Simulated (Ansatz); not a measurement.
# CHF3 (SMILES FC(F)F): single points off equilibrium

A test off equilibrium: a structure displaced at random from a GFN2-xTB minimum is computed at several levels, and each is set against CCSD(T).

Program: Ansatz 0.2.0, Gaussian basis. Level of theory: single points in def2-TZVPP. These are calculated values, not measurements.

Cores are frozen in the correlated methods.

## Step 1: The starting structure

SMILES `FC(F)F`, 5 atoms, charge 0, spin multiplicity 1.

Atoms are counted from 1 here; the program's logs count them from 0.

Bond lengths: F1–C2 1.336 Å, C2–F3 1.342 Å, C2–F4 1.315 Å, C2–H5 1.101 Å. Angles: F1–C2–F3 108.8°, F1–C2–F4 107.4°, F1–C2–H5 109.4°, F3–C2–F4 110.2°, F3–C2–H5 110.3°, F4–C2–H5 110.6°.

Coordinates:

```xyz
5

F    -0.68200   -0.33060    1.06670
C     0.02230    0.04800   -0.00420
F     1.06020   -0.78800   -0.15810
F    -0.77710   -0.02480   -1.04600
H     0.37990    1.07990    0.13870
```

## Step 2: CCSD(T)/def2-TZVPP

The input, run/in.yaml:

```yaml
crystal:
  periodic: [false, false, false]
  atoms:
    - {symbol: F, position_ang: [-0.682000, -0.330600, 1.066700]}
    - {symbol: C, position_ang: [0.022300, 0.048000, -0.004200]}
    - {symbol: F, position_ang: [1.060200, -0.788000, -0.158100]}
    - {symbol: F, position_ang: [-0.777100, -0.024800, -1.046000]}
    - {symbol: H, position_ang: [0.379900, 1.079900, 0.138700]}
basis:
  gaussian: {orbitals: def2-TZVPP}
correlation: {method: ccsd_t}
output: {forces: true}
```

The command line of these runs was not kept.

## Step 3: PBE0-D4/def2-TZVPP

run/in.yaml: that of step 2 with these lines changed.

```diff
@@ -10,3 +10,3 @@
   gaussian: {orbitals: def2-TZVPP}
-correlation: {method: ccsd_t}
-output: {forces: true}
+hamiltonian: {xc: pbe0, dispersion: d4}
+output: {forces: true, orbitals: {seedname: orbitals}}
```

## Step 4: wB97M-V/def2-TZVPP

run/in.yaml: that of step 3 with these lines changed.

```diff
@@ -10,3 +10,3 @@
   gaussian: {orbitals: def2-TZVPP}
-hamiltonian: {xc: pbe0, dispersion: d4}
-output: {forces: true, orbitals: {seedname: orbitals}}
+hamiltonian: {xc: {name: wB97M-V}}
+output: {forces: true}
```

## Step 5: r2SCAN-D4/def2-TZVPP

run/in.yaml: that of step 4 with these lines changed.

```diff
@@ -10,3 +10,3 @@
   gaussian: {orbitals: def2-TZVPP}
-hamiltonian: {xc: {name: wB97M-V}}
+hamiltonian: {xc: r2scan, dispersion: d4}
 output: {forces: true}
```

## Step 6: PBE-D4/def2-TZVPP

run/in.yaml: that of step 5 with these lines changed.

```diff
@@ -10,3 +10,3 @@
   gaussian: {orbitals: def2-TZVPP}
-hamiltonian: {xc: r2scan, dispersion: d4}
+hamiltonian: {xc: pbe, dispersion: d4}
 output: {forces: true}
```

## Step 7: SPW92/def2-TZVPP

run/in.yaml: that of step 6 with these lines changed.

```diff
@@ -10,3 +10,3 @@
   gaussian: {orbitals: def2-TZVPP}
-hamiltonian: {xc: pbe, dispersion: d4}
+hamiltonian: {xc: lda}
 output: {forces: true}
```

## Step 8: r2SCANh-D4/def2-TZVPP

run/in.yaml: that of step 7 with these lines changed.

```diff
@@ -10,3 +10,3 @@
   gaussian: {orbitals: def2-TZVPP}
-hamiltonian: {xc: lda}
+hamiltonian: {xc: {name: r2SCANh}, dispersion: d4}
 output: {forces: true}
```

(Steps that only read results are left out.)

Before running it: what results should come out? Wanted: energy less free atoms, CCSD(T)/def2-TZVPP; RMS force component; RMS force error; HOMO and LUMO, PBE0-D4; T1 diagnostic.

**Answer**, as computed:

| quantity | value |
| --- | --- |
| energy less free atoms, CCSD(T)/def2-TZVPP | -1864.4 kJ/mol |
| RMS force component | 0.276 to 0.571 eV/Å over the methods |
| RMS force error | PBE0-D4 0.112, wB97M-V 0.058, r2SCAN-D4 0.128, PBE-D4 0.394, SPW92 0.245, r2SCANh-D4 0.048 eV/Å |
| HOMO and LUMO, PBE0-D4 | -11.28 and 1.94 eV |
| T1 diagnostic | 0.012 |

What this shows: Against CCSD(T) the functionals' energies less atoms differ by -475.1 to -37.2 kJ/mol, PBE-D4 by -142.5 kJ/mol. CCSD(T) in triple zeta still lacks some correlation energy of the bonds, so part of these gaps is its own basis error and they don't rank the functionals. The forces of r2SCANh-D4 come nearest to CCSD(T), those of PBE-D4 are farthest. Frozen-core CCSD(T) forces in triple zeta carry basis errors of their own, and this is one geometry, so small gaps rank nothing.
